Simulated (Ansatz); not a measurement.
Calculation for AlN (rocksalt type): DFT, PBE, all-electron LAPW, scalar-relativistic (Ansatz 0.2.0). This run: rocksalt relaxed under pressure.

The cell comes from a relaxation on PAW files under the same functional, begun from a prototype that needn't be the stable phase.

Command: `ansatz run input.yaml --threads 1 --pin off --max-ram 3584MiB --backend cpu --events-out ev --progress --plain --runs-dir out` It took 18 s on 1 thread of Intel(R) Xeon(R) 6975P-C (Granite Rapids), with other jobs on the host, peak memory 0.44 GiB.

```yaml
crystal:
  lattice:
    - [0.0, 1.9868492523, 1.9868492523]
    - [1.9868492523, 0.0, 1.9868492523]
    - [1.9868492523, 1.9868492523, 0.0]
  atoms:
    - { symbol: Al, position: [0.0, 0.0, 0.0] }
    - { symbol: "N", position: [0.5, 0.5, 0.5] }
kpoints:
  mp_grid: { grid: [16, 16, 16] }
scf:
  occupations: { method: fermi_dirac, width: 0.08 }
hamiltonian:
  xc: pbe
  pseudopotentials: { kind: all_electron, lapw: { basis_error: 0.0005 } }
output:
  forces: true
  stress: true
  eigenvalues: true
relax:
  f_tol: 0.005
  max_steps: 12
  cell: { p_target: 21.0, stress_tol: 0.03 }
```

Output:

```
The last accepted step is kept in <dir> (removed where the run ends without a failure and the disk answers)
LAPW: plane waves up to 10.168 Å⁻¹, error target 5.0e-4 eV per atom; small_component_spin mean_spin; N in spheres of 0.926 Å, 7 of its electrons in bands, Dirac shells []; Al in spheres of 1.001 Å, 11 of its electrons in bands, Dirac shells [] (how accurate: hamiltonian.pseudopotentials.lapw.basis_error, Limitations)
Engine: ansatz 0.2.0
Pseudopotentials: kind: all_electron
Pseudopotential: Al, LAPW, valence charge 11, lapw/all_electron/scalar/gaussian/Al, Koelling and Harmon's equation, gaussian nucleus
Pseudopotential: N, LAPW, valence charge 7, lapw/all_electron/scalar/gaussian/N, Koelling and Harmon's equation, gaussian nucleus
Functional definition: PBE
  parameter kappa = 0.804
  parameter beta = 0.06672455060314922
  exchange = pbe_x(kappa = kappa, mu = beta*pi^2/3)
  correlation = pbe_c(beta = beta)
Crystal: 2 atoms, lattice volume = 15.686 Å³
Basis set: ecut = 393.9124027850443 eV, 283 PW (Γ), exchange–correlation at level 2
Bands: 13, of which v1, the nominal top of the filled ones, is band 9 counted from 1 (8 counted from 0)
Symmetry: 48 space group operations
Space group: Fm-3m (ITA 225), of the structure as read, at distance tolerance 2.5e-5 Å
k-points: 145 of 4096
Non-local potential: Al, projectors of the file, none
Non-local potential: N, projectors of the file, none
Initial density: superposition of atomic densities (chi_scale 0.1, normalization cell, long waves kept (reshape's long-wave potential 0.00 eV rms))
Initial wavefunctions: plane waves of lowest kinetic energy (no species holds an atomic orbital)
Functional: x = pbe(κ = 0.804, μ = 0.2195149727645171), c = pbe(β = 0.06672455060314922)
iter 1 solved again at ethr=1.99e-2 eV; its pass at ethr=1.00e-1 eV (dr2=3.59e0 eV) is discarded
SCF iter   1: F=—  HF=-8101.808542 eV  |F-HF|=—  |Δ(HF+E_count)|=         —  Δρ=1.51e-1  dr2=3.58e0  ethr=1.99e-2  ⟨swp⟩=2.0  Hψ=13374  notcnv=0
preconditioner: auto → none  [insulator: Δε(μ)=7.546 eV  Ē_g=18.633 eV  σ=0.080 eV  W_gap=1.00  n_scr=8 (ndim 8)  ℏωp=26.5 eV  f_vac=0.000  D(μ)=0.00/eV (n_scr^D=0)  ε∞_Penn≈3.0]
iter 2 solved again at ethr=2.40e-4 eV; its pass at ethr=1.99e-2 eV (dr2=4.32e-2 eV) is discarded
SCF iter   2: F=—  HF=-8100.123400 eV  |F-HF|=—  |Δ(HF+E_count)|=    1.69e0  Δρ=2.67e-2  dr2=4.32e-2  ethr=2.40e-4  ⟨swp⟩=2.0  Hψ=9969  notcnv=0
SCF iter   3: F=—  HF=-8099.997751 eV  |F-HF|=—  |Δ(HF+E_count)|=         —  Δρ=1.48e-2  dr2=2.67e-2  ethr=2.40e-4  ⟨swp⟩=3.0  Hψ=6012  notcnv=0
the basis was enlarged: its passes take 267.8 KiB over the memory plan, 1 of 1 planned eigensolver slots
SCF iter   4: F=—  HF=-8099.997607 eV  |F-HF|=—  |Δ(HF+E_count)|=   1.44e-4  Δρ=8.71e-4  dr2=8.55e-5  ethr=1.48e-4  ⟨swp⟩=2.0  Hψ=5134  notcnv=0
SCF iter   5: F=—  HF=-8099.997632 eV  |F-HF|=—  |Δ(HF+E_count)|=   2.51e-5  Δρ=1.72e-4  dr2=1.62e-6  ethr=4.75e-7  ⟨swp⟩=2.6  Hψ=5198  notcnv=0
SCF iter   6: F=—  HF=-8099.997633 eV  |F-HF|=—  |Δ(HF+E_count)|=   1.16e-6  Δρ=3.53e-5  dr2=6.01e-8  ethr=9.01e-9  ⟨swp⟩=2.8  Hψ=5295  notcnv=0
SCF iter   7: F=-8099.997633 eV  HF=-8099.997633 eV  |F-HF|=2.47e-10  |Δ(HF+E_count)|=   3.09e-8  Δρ=1.71e-6  dr2=3.29e-10  ethr=3.34e-10  ⟨swp⟩=3.0  Hψ=5498  notcnv=0
SCF 1 converged in 7 iterations: F = -8099.997633 eV  dr2 = 3.29e-10
relax step   1: F+E_penalty+E_count = -8099.99763346 eV  Δ(F+E_penalty+E_count) = +0.000e0 eV  max|allowed force component| = 8.053e-31 eV/Å  Δτ_max = 0.0000 Å  P = +20.967 GPa  Ω = 15.686 Å³  (7 SCF iters, accepted)
Basis set: ecut = 393.92530002206394 eV, 283 PW (Γ), exchange–correlation at level 2
Initial density: handed on by an earlier stage of this run
Initial wavefunctions: those handed on with the density
iter 1 solved again at ethr=1.16e-11 eV; its pass at ethr=1.00e-1 eV (dr2=2.09e-9 eV) is discarded
SCF iter   1: F=—  HF=-8099.997533 eV  |F-HF|=—  |Δ(HF+E_count)|=         —  Δρ=3.67e-6  dr2=1.83e-9  ethr=1.16e-11  ⟨swp⟩=4.1  Hψ=10459  notcnv=0
preconditioner: auto → none  [insulator: Δε(μ)=5.135 eV  Ē_g=17.481 eV  σ=0.080 eV  W_gap=1.00  n_scr=8 (ndim 8)  ℏωp=26.5 eV  f_vac=0.000  D(μ)=0.00/eV (n_scr^D=0)  ε∞_Penn≈3.3]
iter 2 solved again at ethr=1.00e-12 eV; its pass at ethr=1.01e-11 eV (dr2=1.10e-10 eV) is discarded
SCF iter   2: F=-8099.997533 eV  HF=-8099.997533 eV  |F-HF|=1.49e-10  |Δ(HF+E_count)|=   1.65e-7  Δρ=1.09e-6  dr2=1.10e-10  ethr=2.08e-12 (applied; sched 1.00e-12)  ⟨swp⟩=2.0  Hψ=9944  notcnv=0
SCF 2 converged in 2 iterations: F = -8099.997533 eV  dr2 = 1.10e-10
relax step   2: F+E_penalty+E_count = -8099.99753261 eV  Δ(F+E_penalty+E_count) = +1.009e-4 eV  max|allowed force component| = 1.499e-29 eV/Å  Δτ_max = 0.0000 Å  P = +20.984 GPa  Ω = 15.686 Å³  (2 SCF iters, accepted)
iter 1 solved again at ethr=1.00e-12 eV; its pass at ethr=1.00e-1 eV (dr2=1.11e-10 eV) is discarded
SCF iter   1: F=—  HF=-8099.997533 eV  |F-HF|=—  |Δ(HF+E_count)|=         —  Δρ=1.08e-6  dr2=1.08e-10  ethr=3.36e-12 (applied; sched 1.00e-12)  ⟨swp⟩=3.0  Hψ=10015  notcnv=0
SCF iter   2: F=-8099.997533 eV  HF=-8099.997533 eV  |F-HF|=2.08e-10  |Δ(HF+E_count)|=   1.65e-7  Δρ=6.44e-7  dr2=4.62e-11  ethr=3.44e-12 (applied; sched 1.00e-12)  ⟨swp⟩=3.0  Hψ=6235  notcnv=0
SCF 3 converged in 2 iterations: F = -8099.997533 eV  dr2 = 4.62e-11
relax step   3: F+E_penalty+E_count = -8099.99753261 eV  Δ(F+E_penalty+E_count) = -1.792e-10 eV  max|allowed force component| = 1.039e-29 eV/Å  Δτ_max = 0.0000 Å  P = +20.983 GPa  Ω = 15.686 Å³  stress off target by 1.66e-2 GPa  SCF on the basis re-selected at this cell (its energy is not comparable with the rows above)  (2 SCF iters)
basis re-selected at this cell: Δ(F+E_penalty+E_count) = -1.792e-10 eV, ΔP = -0.000 GPa vs the last step (what re-selecting the basis moved, after the strain that the cell walked since its last selection, with what the two solves' SCF thresholds leave and, on support functions, any second-order correction that the steps lacked; it is no measure of the basis error at this ecutwfc). This SCF's stress stands 1.66e-2 GPa from its target on what of the cell is left free (relax.cell.stress_tol is 3.00e-2 GPa) and its largest allowed force component is 1.04e-29 eV/Å (relax.f_tol is 5.00e-3 eV/Å): within both
SCF converged after 2 iterations
Free energy (F): -8099.997533 eV
Harris-Foulkes:  -8099.997533 eV  (|F-HF|=2.08e-10)
Internal energy: -8099.997533 eV  (E = F + TS)
E sigma→0 (E₀):  -8099.997533 eV
Fermi energy:    16.628863 eV
--- Per-component energies (eV) ---
  E_band       = -1132.003633
  E_kinetic    = 8115.371139
  E_xc         = -699.648198
  E_electrostatic = -15515.720473  (all electrons and nuclei)
  E_smearing   = -0.000000  (= −TS)
  E_closure    = 0.000000  (closes the sum)
  E_atoms      = -8085.525438  (free atoms, spherical and without spin; not in F)
  Σ components = -8099.997533   (vs F -8099.997533, Δ=0.00e0)
  Basis errors (estimates in eV, not in F): energy 2.2e-4 per atom: plane waves 1.9e-4 (1.1e-4 summed), levels above the bands 2.6e-64, relativity 1.5e-8, radial functions 2.6e-5, core shells 2.0e-12; eigenvalues (radial functions only) 6.7e-6; not estimated: angular momenta, meshes, grids; target (lapw.basis_error) 5.0e-4; muffin-tin radii N 0.926 Å, Al 1.001 Å
--- Forces (eV/Å), atoms counted from 1 ---
  atom   1  Al    -0.00000000     0.00000000     0.00000000
  atom   2  N      0.00000000    -0.00000000     0.00000000
  max |Σ_I F_I| component: 1.50e-29 eV/Å
--- Stress (GPa, compression-positive) ---
       20.983352      -0.000000      -0.000000
       -0.000000      20.983352      -0.000000
       -0.000000      -0.000000      20.983352
  P = ⅓ Tr σ = 20.9834 GPa (209.834 kbar)
--- Band table (eV; the first three rows and the last of 145) ---
  k-point 0: bands = ["-360.2972", "-87.7783", "-49.2317", "-49.2317", "-49.2317", "-4.0110", "14.0201", "14.0201", "14.0201", "20.4746", "26.3474", "26.3474", "26.3474"]
  k-point 1: bands = ["-360.2972", "-87.7781", "-49.2329", "-49.2318", "-49.2318", "-3.9262", "13.5913", "13.9659", "13.9659", "20.7424", "25.8990", "26.4859", "26.4859"]
  k-point 2: bands = ["-360.2972", "-87.7777", "-49.2363", "-49.2323", "-49.2323", "-3.6745", "12.5080", "13.8170", "13.8170", "21.2759", "25.2097", "26.8137", "26.8137"]
  k-point 144: bands = ["-360.2972", "-87.7731", "-49.2522", "-49.2522", "-49.2437", "0.6897", "8.0319", "8.0319", "9.9754", "22.6930", "25.0229", "25.0229", "26.9422"]
--- Relaxed structure (2 steps of the walk, 2 accepted, 1 SCFs on fresh bases) ---
  F+E_penalty+E_count = -8099.99753261 eV   max|allowed force component| = 1.039e-29 eV/Å   (the final SCF, on the basis selected at the relaxed cell)
  cell:  # Å, volume = 15.6857 Å³
    - [-9.951898501749191e-37, 1.9868167270020913, 1.9868167270020913]
    - [1.9868167270020913, -2.2292252643918207e-35, 1.9868167270020913]
    - [1.9868167270020913, 1.9868167270020913, -1.0549012411854151e-35]
  atoms:
    - { symbol: Al, position: [-2.1693371794692419e-38, 3.9442494172168047e-39, 1.9721247086084017e-38] }
    - { symbol: N, position: [0.49999999999999994, 0.49999999999999994, 0.49999999999999994] }
```

Next run (CsCl relaxed under pressure), as changes to the input before:

```diff
   lattice:
-    - [0.0, 1.9868492523, 1.9868492523]
-    - [1.9868492523, 0.0, 1.9868492523]
-    - [1.9868492523, 1.9868492523, 0.0]
+    - [2.5358632995, 0.0, 0.0]
+    - [0.0, 2.5358632995, 0.0]
+    - [0.0, 0.0, 2.5358632995]
   atoms:
 kpoints:
-  mp_grid: { grid: [16, 16, 16] }
+  mp_grid: { grid: [14, 14, 14] }
 scf:
```

Results part of the output:

```
basis re-selected at this cell: Δ(F+E_penalty+E_count) = -3.402e-10 eV, ΔP = +0.001 GPa vs the last step (what re-selecting the basis moved, after the strain that the cell walked since its last selection, with what the two solves' SCF thresholds leave and, on support functions, any second-order correction that the steps lacked; it is no measure of the basis error at this ecutwfc). This SCF's stress stands 5.35e-3 GPa from its target on what of the cell is left free (relax.cell.stress_tol is 3.00e-2 GPa) and its largest allowed force component is 1.27e-31 eV/Å (relax.f_tol is 5.00e-3 eV/Å): within both
SCF converged after 2 iterations
Free energy (F): -8096.872700 eV
Harris-Foulkes:  -8096.872700 eV  (|F-HF|=3.01e-10)
Internal energy: -8096.863465 eV  (E = F + TS)
E sigma→0 (E₀):  -8096.868082 eV
Entropy (-TS):   -0.009235 eV (-4.617 meV/atom)
Fermi energy:    15.214287 eV
--- Per-component energies (eV) ---
  E_band       = -1141.016918
  E_kinetic    = 8112.588112
  E_xc         = -697.465230
  E_electrostatic = -15511.986347  (all electrons and nuclei)
  E_smearing   = -0.009235  (= −TS)
  E_closure    = 0.000000  (closes the sum)
  E_atoms      = -8085.525438  (free atoms, spherical and without spin; not in F)
  Σ components = -8096.872700   (vs F -8096.872700, Δ=0.00e0)
  Basis errors (estimates in eV, not in F): energy 1.7e-4 per atom: plane waves 1.6e-4 (8.6e-5 summed), levels above the bands 3.5e-71, relativity 1.2e-8, radial functions 1.7e-5, core shells 5.7e-14; eigenvalues (radial functions only) 2.6e-6; not estimated: angular momenta, meshes, grids; target (lapw.basis_error) 5.0e-4; muffin-tin radii N 1.038 Å, Al 1.092 Å
--- Forces (eV/Å), atoms counted from 1 ---
  atom   1  Al     0.00000000     0.00000000    -0.00000000
  atom   2  N     -0.00000000     0.00000000    -0.00000000
  max |Σ_I F_I| component: 1.40e-31 eV/Å
--- Stress (GPa, compression-positive) ---
       21.005353       0.000000       0.000000
        0.000000      21.005353       0.000000
        0.000000       0.000000      21.005353
  P = ⅓ Tr σ = 21.0054 GPa (210.054 kbar)
--- Band table (eV; the first three rows and the last of 120) ---
  k-point 0: bands = ["-360.7930", "-89.1316", "-50.5762", "-50.5762", "-50.5762", "-3.9358", "13.5489", "13.5489", "13.5489", "16.9935", "21.4525", "21.4525", "32.1922"]
  k-point 1: bands = ["-360.7930", "-89.1313", "-50.5786", "-50.5760", "-50.5760", "-3.8434", "12.7237", "13.5958", "13.5958", "17.3990", "21.5629", "21.9165", "31.9847"]
  k-point 2: bands = ["-360.7930", "-89.1306", "-50.5854", "-50.5755", "-50.5755", "-3.5701", "11.0550", "13.7307", "13.7307", "18.0253", "21.8923", "22.9867", "31.3825"]
  k-point 119: bands = ["-360.7930", "-89.1159", "-50.6145", "-50.6145", "-50.6145", "3.3173", "9.7905", "9.7905", "9.7905", "16.7454", "16.7454", "16.7454", "23.9499"]
--- Relaxed structure (3 steps of the walk, 3 accepted, 1 SCFs on fresh bases) ---
  F+E_penalty+E_count = -8096.87269968 eV   max|allowed force component| = 1.274e-31 eV/Å   (the final SCF, on the basis selected at the relaxed cell)
  cell:  # Å, volume = 16.3156 Å³
    - [2.53630126436011, 4.491328815621795e-34, 3.510809794455898e-36]
    - [4.496344258185304e-34, 2.53630126436011, 0.0]
    - [4.012354050806741e-36, 0.0, 2.53630126436011]
  atoms:
    - { symbol: Al, position: [2.158563565846825e-48, 1.7088628229620703e-48, -1.5451599872113636e-39] }
    - { symbol: N, position: [0.5, 0.5, 0.5] }
```

Next run (zincblende relaxed under pressure), as changes to the input before:

```diff
   lattice:
-    - [2.5358632995, 0.0, 0.0]
-    - [0.0, 2.5358632995, 0.0]
-    - [0.0, 0.0, 2.5358632995]
+    - [0.0, 2.1355745034, 2.1355745034]
+    - [2.1355745034, 0.0, 2.1355745034]
+    - [2.1355745034, 2.1355745034, 0.0]
   atoms:
-    - { symbol: "N", position: [0.5, 0.5, 0.5] }
+    - { symbol: "N", position: [0.25, 0.25, 0.25] }
 kpoints:
-  mp_grid: { grid: [14, 14, 14] }
+  mp_grid: { grid: [16, 16, 16] }
 scf:
```

Command: `ansatz run input.yaml --threads 1 --pin off --max-ram 3584MiB --backend cpu --events-out ev --progress --plain --runs-dir out` It took 40 s on 1 thread of Intel(R) Xeon(R) 6975P-C (Granite Rapids), with other jobs on the host, peak memory 0.47 GiB.

Results part of the output:

```
basis re-selected at this cell: Δ(F+E_penalty+E_count) = -1.278e-8 eV, ΔP = -0.001 GPa vs the last step (what re-selecting the basis moved, after the strain that the cell walked since its last selection, with what the two solves' SCF thresholds leave and, on support functions, any second-order correction that the steps lacked; it is no measure of the basis error at this ecutwfc). This SCF's stress stands 1.92e-4 GPa from its target on what of the cell is left free (relax.cell.stress_tol is 3.00e-2 GPa) and its largest allowed force component is 1.06e-16 eV/Å (relax.f_tol is 5.00e-3 eV/Å): within both
SCF converged after 2 iterations
Free energy (F): -8100.253243 eV
Harris-Foulkes:  -8100.253243 eV  (|F-HF|=1.02e-9)
Internal energy: -8100.253243 eV  (E = F + TS)
E sigma→0 (E₀):  -8100.253243 eV
Fermi energy:    11.140301 eV
--- Per-component energies (eV) ---
  E_band       = -1189.011111
  E_kinetic    = 8117.357986
  E_xc         = -698.711573
  E_electrostatic = -15518.899657  (all electrons and nuclei)
  E_smearing   = -0.000000  (= −TS)
  E_closure    = 0.000000  (closes the sum)
  E_atoms      = -8085.525438  (free atoms, spherical and without spin; not in F)
  Σ components = -8100.253243   (vs F -8100.253243, Δ=0.00e0)
  Basis errors (estimates in eV, not in F): energy 2.3e-4 per atom: plane waves 2.2e-4 (1.3e-4 summed), levels above the bands 3.6e-69, relativity 2.2e-8, radial functions 1.9e-5, core shells 2.3e-11; eigenvalues (radial functions only) 2.0e-6; not estimated: angular momenta, meshes, grids; target (lapw.basis_error) 5.0e-4; muffin-tin radii N 0.854 Å, Al 0.939 Å
--- Forces (eV/Å), atoms counted from 1 ---
  atom   1  Al    -0.00000000    -0.00000000    -0.00000000
  atom   2  N     -0.00000000     0.00000000     0.00000000
  max |Σ_I F_I| component: 9.25e-17 eV/Å
--- Stress (GPa, compression-positive) ---
       20.999808       0.000000      -0.000000
        0.000000      20.999808       0.000000
       -0.000000       0.000000      20.999808
  P = ⅓ Tr σ = 20.9998 GPa (209.998 kbar)
--- Band table (eV; the first three rows and the last of 145) ---
  k-point 0: bands = ["-363.8594", "-90.7204", "-52.1768", "-52.1768", "-52.1768", "-6.0499", "9.3351", "9.3351", "9.3351", "14.1380", "22.5727", "22.5727", "22.5727"]
  k-point 1: bands = ["-363.8594", "-90.7204", "-52.1774", "-52.1769", "-52.1769", "-5.9874", "8.9886", "9.3141", "9.3141", "14.4185", "22.4090", "22.6390", "22.6390"]
  k-point 2: bands = ["-363.8594", "-90.7202", "-52.1789", "-52.1771", "-52.1771", "-5.8033", "8.1435", "9.2555", "9.2555", "15.0599", "21.9912", "22.7506", "22.7506"]
  k-point 144: bands = ["-363.8594", "-90.7186", "-52.1876", "-52.1859", "-52.1826", "-3.0224", "5.4746", "5.6662", "6.4920", "15.5407", "21.1529", "21.9746", "22.4910"]
--- Relaxed structure (3 steps of the walk, 3 accepted, 1 SCFs on fresh bases) ---
  F+E_penalty+E_count = -8100.25324338 eV   max|allowed force component| = 1.064e-16 eV/Å   (the final SCF, on the basis selected at the relaxed cell)
  cell:  # Å, volume = 19.4715 Å³
    - [-1.6241498354854693e-33, 2.135286710639251, 2.135286710639251]
    - [2.135286710639251, 8.279979553455333e-34, 2.135286710639251]
    - [2.135286710639251, 2.135286710639251, 1.2165200728538222e-33]
  atoms:
    - { symbol: Al, position: [-1.7379058848508234e-34, 2.282762864966217e-34, 2.07609297595693e-34] }
    - { symbol: N, position: [0.24999999999999997, 0.24999999999999997, 0.24999999999999997] }
```

Next run (single point at the cell that PAW relaxed from the wurtzite type at 21 GPa), as changes to the input before:

```diff
   lattice:
-    - [0.0, 2.1355745034, 2.1355745034]
-    - [2.1355745034, 0.0, 2.1355745034]
-    - [2.1355745034, 2.1355745034, 0.0]
+    - [3.0437014085, 0.0, 0.0]
+    - [-1.5218507043, 2.6359227413, 0.0]
+    - [0.0, 0.0, 4.8434609856]
   atoms:
-    - { symbol: Al, position: [0.0, 0.0, 0.0] }
-    - { symbol: "N", position: [0.25, 0.25, 0.25] }
+    - { symbol: Al, position: [0.3333333333, 0.6666666667, -0.0038512396] }
+    - { symbol: Al, position: [0.6666666667, 0.3333333333, 0.4961487604] }
+    - { symbol: "N", position: [0.3333333333, 0.6666666667, 0.3798512396] }
+    - { symbol: "N", position: [0.6666666667, 0.3333333333, 0.8798512396] }
 kpoints:
-  mp_grid: { grid: [16, 16, 16] }
+  mp_grid: { grid: [12, 12, 7] }
 scf:
   eigenvalues: true
-relax:
-  f_tol: 0.005
-  max_steps: 12
-  cell: { p_target: 21.0, stress_tol: 0.03 }
+  populations: true
```

Command: `ansatz run input.yaml --threads 1 --pin off --max-ram 3584MiB --backend cpu --events-out ev --progress --plain --runs-dir out` It took 32 s on 1 thread of Intel(R) Xeon(R) 6975P-C (Granite Rapids), on a shared host, peak memory 0.49 GiB.

Results part of the output:

```
SCF 1 converged in 7 iterations: F = -16200.594111 eV  dr2 = 2.38e-8
SCF converged after 7 iterations
Free energy (F): -16200.594111 eV
Harris-Foulkes:  -16200.594111 eV  (|F-HF|=9.68e-9)
Internal energy: -16200.594111 eV  (E = F + TS)
E sigma→0 (E₀):  -16200.594111 eV
Fermi energy:    12.117357 eV
--- Per-component energies (eV) ---
  E_band       = -2377.062728
  E_kinetic    = 16234.672742
  E_xc         = -1397.593621
  E_electrostatic = -31037.673232  (all electrons and nuclei)
  E_smearing   = -0.000000  (= −TS)
  E_closure    = 0.000000  (closes the sum)
  E_atoms      = -16171.050877  (free atoms, spherical and without spin; not in F)
  Σ components = -16200.594111   (vs F -16200.594111, Δ=0.00e0)
  Basis errors (estimates in eV, not in F): energy 2.5e-4 per atom: plane waves 2.3e-4 (1.4e-4 summed), levels above the bands 1.1e-48, relativity 1.9e-8, radial functions 2.4e-5, core shells 9.1e-12; eigenvalues (radial functions only) 1.5e-6; not estimated: angular momenta, meshes, grids; target (lapw.basis_error) 5.0e-4; muffin-tin radii N 0.882 Å, Al 0.963 Å
--- Forces (eV/Å), atoms counted from 1 ---
  atom   1  Al     0.00000000    -0.00000000     0.00146909
  atom   2  Al    -0.00000000     0.00000000     0.00146909
  atom   3  N      0.00000000    -0.00000000    -0.00146293
  atom   4  N     -0.00000000     0.00000000    -0.00146293
  max |Σ_I F_I| component: 1.23e-5 eV/Å
--- Stress (GPa, compression-positive) ---
       20.881789      -0.000000       0.000000
       -0.000000      20.881789       0.000000
        0.000000       0.000000      20.893616
  P = ⅓ Tr σ = 20.8857 GPa (208.857 kbar)
--- Band table (eV; the first three rows and the last of 76) ---
  k-point 0: bands = ["-363.7894", "-363.7894", "-90.7035", "-90.7019", "-52.1835", "-52.1677", "-52.1593", "-52.1593", "-52.1566", "-52.1566", "-6.0526", "-3.6425", "3.2830", "8.6467", "8.6467", "9.3317", "9.3317", "9.6398", "14.4438", "16.8296", "20.8477", "21.1957"]
  k-point 1: bands = ["-363.7894", "-363.7894", "-90.7034", "-90.7020", "-52.1827", "-52.1685", "-52.1592", "-52.1592", "-52.1567", "-52.1567", "-5.9664", "-3.8222", "3.5883", "8.6787", "8.6787", "9.1824", "9.2959", "9.2959", "14.8060", "16.8871", "20.7059", "21.1616"]
  k-point 2: bands = ["-363.7894", "-363.7894", "-90.7032", "-90.7022", "-52.1805", "-52.1707", "-52.1588", "-52.1588", "-52.1571", "-52.1571", "-5.7138", "-4.2678", "4.4044", "8.1142", "8.7694", "8.7694", "9.1965", "9.1965", "15.5865", "16.9828", "20.4254", "21.1641"]
  k-point 75: bands = ["-363.7894", "-363.7894", "-90.7017", "-90.7017", "-52.1764", "-52.1764", "-52.1651", "-52.1641", "-52.1639", "-52.1639", "-3.2345", "-3.2345", "4.5695", "4.5695", "5.1965", "5.7299", "8.7423", "8.7423", "16.8515", "17.6325", "17.9379", "17.9379"]
--- Löwdin populations: 4 sites ---
  site symbol       q [e]
     0     Al     11.9183
     1     Al     11.9183
     2      N      8.0151
     3      N      8.0151
  spilling = 0.003330 (of n_electrons = 40.000000)
```
